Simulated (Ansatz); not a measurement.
**PbSe: how strain makes field gradients**

```
CELL_PARAMETERS angstrom
0.00000 3.06215 3.06215
3.06215 0.00000 3.06215
3.06215 3.06215 0.00000
ATOMIC_POSITIONS crystal
Pb 0.00000 0.00000 0.00000
Se 0.50000 0.50000 0.50000
```

Atoms are numbered in the order listed.

The cell is COD entry 9008695, as deposited and not checked against the literature; nothing was relaxed.

The calculation used DFT, PBE, all-electron PAW with datasets made for the crystal, scalar-relativistic (Ansatz 0.2.0).

Numerical set-up: a Γ-centred 9×9×9 k mesh, Fermi–Dirac smearing of 0.01 eV, cutoff 240 eV (chosen by the program for this cell), no spin polarisation.

The strain is applied along the Cartesian axes of the cell as listed (the other components stay zero). Fractional coordinates are held (clamped ions).

The columns are Cartesian components of the electric field gradient at the nuclei, in 10²¹ V/m².

Spin–orbit coupling is left out, which moves gradients at and beside heavy atoms by some per cent and at worst by a factor of two.

Only quantities that a quadratic follows smoothly over the whole series are listed; rougher ones are left out.

```csv
εzz,Vzz at Pb1,Vzz at Se2
-0.0100,-3.39,-0.23
0.0000,0.00,0.00
0.0100,3.27,0.20
0.0300,9.43,0.51
```

(1) Fit the series and give the gradient–strain slopes.

(2) One run, at εzz = 0.0200, is withheld. Predict its row.

Answers

(1) Least-squares fits y = p0 + p1 x + p2 x² to the rows give Vzz at Pb1: p1 = 333, p2 = -620; Vzz at Se2: p1 = 21.5, p2 = -150. The slopes p1 are in 10²¹ V/m² per unit strain, for clamped ions.

(2) The fits give 6.41, 0.37; the run gave 6.41, 0.37.
